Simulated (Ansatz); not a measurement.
Varying the input for AlRu

All trials start from this Ansatz input:

```yaml
crystal:
  lattice:
    - [2.98249544, 0.0, 0.0]
    - [0.0, 2.98249544, 0.0]
    - [0.0, 0.0, 2.98249544]
  atoms:
    - { symbol: Al, position: [0.0, 0.0, 0.0] }
    - { symbol: Ru, position: [0.5, 0.5, 0.5] }
basis:
  ecutwfc: 420
kpoints:
  mp_grid: { grid: [6, 6, 6] }
hamiltonian:
  xc: pbe
scf:
  occupations: { method: gaussian, width: 0.1 }
output:
  forces: true
  stress: true
  eigenvalues: true
```

Command:

```bash
ansatz run input.yaml --threads 1 --pin off --max-ram 1331MiB --backend cpu --events-out ev --progress --plain --runs-dir out
```

The run converges in 6 SCF iterations on 20 irreducible k-points: pressure 4.51 GPa, no gap.

The inputs are trials, many of them unsound on purpose. Their numbers show the effect of the settings and aren't properties of the material. Each trial's input is given as a difference from the reference's; energies are extrapolated to zero smearing where there is one, and pressure is positive in compression. Charged cells sit in a uniform background, and their pressures hang on that convention.

Trial 1 (one atom moved):

```diff
 crystal:
   atoms:
-    - { symbol: Ru, position: [0.5, 0.5, 0.5] }
+    - { symbol: Ru, position: [0.5, 0.516764485, 0.5] }
-basis:
-  ecutwfc: 420
+basis: {}
 hamiltonian:
-  xc: pbe
+  xc: pbesol
```

The run converges in 6 SCF iterations on 40 irreducible k-points: pressure -1.25 GPa, largest force 0.390 eV/Å, no gap.

Trial 2:

```diff
 scf:
-  occupations: { method: gaussian, width: 0.1 }
+  occupations: { method: tetrahedron_uncorrected }
+accuracy: low
```

The run converges in 6 SCF iterations on 20 irreducible k-points: energy 101 meV per atom above the reference, pressure 6.23 GPa, no gap. It warns that the printed bands weren't solved further after the SCF.

Trial 3:

```diff
+total_charge: -0.1
 basis:
-  ecutwfc: 420
+  ecutwfc: 490
 scf:
+  eigensolver: { mixed_precision: false }
+  max_iter: 70
```

The run converges in 6 SCF iterations on 20 irreducible k-points: pressure 0.99 GPa (with the neutralising background of the charged cell), no gap.

Trial 4:

```diff
 basis:
-  ecutwfc: 420
+  ecutwfc: 500
 hamiltonian:
-  xc: pbe
+  xc: r2scan
 scf:
+  mixing: { mixing_beta: 0.3 }
+  max_iter: 59
```

The program refuses the input:

```text
Error: YAML parse error: error: line 17 column 13: unknown field `mixing_beta`, expected one of algorithm, preconditioner, beta, beta_mag, beta_mag_transverse, tau, ndim, q_tf, eps_inf, rho_ref, vacuum_switching, restart, globalisation, spin_hold, negative_modes
```

Next try, without the unknown key:

```diff
 scf:
-  mixing: { mixing_beta: 0.3 }
```

The run converges in 6 SCF iterations on 20 irreducible k-points: pressure -0.11 GPa, no gap.

Trial 5:

```diff
 hamiltonian:
+  dispersion: d3bj
 scf:
+  lower_state_search: "off"
```

The run converges in 6 SCF iterations on 20 irreducible k-points: pressure -2.05 GPa, no gap.

Trial 6:

```diff
+total_charge: 12
 basis:
+  ecutrho_ratio: 0
 hamiltonian:
-  xc: pbe
+  xc: pbesol
 scf:
+  max_iter: 71
```

The program refuses the input:

```text
Error: invalid value for `basis.ecutrho_ratio`: must be in [1, 1024]; got 0
```

Next try, with these keys changed back:

```diff
 basis:
-  ecutrho_ratio: 0
```

The run converges in 12 SCF iterations on 20 irreducible k-points: pressure 191 GPa (with the neutralising background of the charged cell), no gap.

Trial 7 (volume scaled):

```diff
 crystal:
   lattice:
-    - [2.98249544, 0.0, 0.0]
-    - [0.0, 2.98249544, 0.0]
-    - [0.0, 0.0, 2.98249544]
+    - [3.0217433019, 0.0, 0.0]
+    - [0.0, 3.0217433019, 0.0]
+    - [0.0, 0.0, 3.0217433019]
 kpoints:
-  mp_grid: { grid: [6, 6, 6] }
+  mp_grid: { grid: [4, 4, 4] }
 scf:
-  occupations: { method: gaussian, width: 0.1 }
+  occupations: { method: tetrahedron_uncorrected }
```

The run converges in 6 SCF iterations on 10 irreducible k-points: energy 110 meV per atom above the reference, pressure -1.24 GPa, no gap. It warns that the printed bands weren't solved further after the SCF.

Trial 8:

```diff
 basis:
-  ecutwfc: 420
+  ecutwfc: "23 Ha"
 scf:
+  lower_state_search: standard
```

The run converges in 6 SCF iterations on 20 irreducible k-points: energy 1.57 meV per atom below the reference, pressure 4.49 GPa, no gap.

Trial 9:

```diff
 scf:
-  occupations: { method: gaussian, width: 0.1 }
+  occupations: { method: fixed }
+  max_iter: 76
```

The program refuses the input:

```text
Error: inconsistent input (scf.occupations.method, magnetization): a σ = 0 step fill (method: fixed, or a smearing width below the step floor) cannot realise an odd electron count (19) without a locked total moment — the per-k integer fill puts the same N_el/2 bands in each spin channel …
```

Trial 10:

```diff
 hamiltonian:
+  pseudopotentials: { kind: paw, accuracy: perfect }
 scf:
+  algorithm: direct_min
+  max_iter: 53
```

The program refuses the input:

```text
Error: YAML parse error: error: line 15 column 44: unknown variant `perfect`, expected one of standard, stringent, lanthanide_3plus
```

Next try, with these keys changed back:

```diff
 hamiltonian:
-  pseudopotentials: { kind: paw, accuracy: perfect }
```

The run converges in 5 SCF iterations on 20 irreducible k-points: the reference's energy to 0.01 meV per atom, pressure 4.51 GPa, no gap.

Trial 11:

```diff
 basis:
-  ecutwfc: 420
+  ecutwfc: 300
 kpoints:
-  mp_grid: { grid: [6, 6, 6] }
+  mp_grid: { grid: [6, 6, 6], shift: [0.25, 0.25, 0.25] }
 scf:
-  occupations: { method: gaussian, width: 0.1 }
+  occupations: { method: explicit }
+  mixing: { algorithm: msr1 }
+  initial_density: { chi_scale: 0, normalization: atom }
+  max_iter: 91
```

The program refuses the input:

```text
Error: invalid value for `scf.occupations.values`: required for method: explicit
```

Next try, with these keys changed back:

```diff
 scf:
-  occupations: { method: explicit }
+  occupations: { method: gaussian, width: 0.1 }
```

The run converges in 7 SCF iterations on 56 irreducible k-points: energy 101 meV per atom above the reference, pressure 5.40 GPa, no gap. It warns that the cutoff lies under the recommended one, 420 eV for these potentials; that the mesh lowers the symmetry.

Trial 12 (volume scaled):

```diff
 crystal:
   lattice:
-    - [2.98249544, 0.0, 0.0]
-    - [0.0, 2.98249544, 0.0]
-    - [0.0, 0.0, 2.98249544]
+    - [2.9815009433, 0.0, 0.0]
+    - [0.0, 2.9815009433, 0.0]
+    - [0.0, 0.0, 2.9815009433]
 basis:
+  xc_grid: 3
 scf:
+  algorithm: density_mixing
+  max_iter: 92
```

The run converges in 6 SCF iterations on 20 irreducible k-points: energy 0.39 meV per atom above the reference, pressure 4.74 GPa, no gap.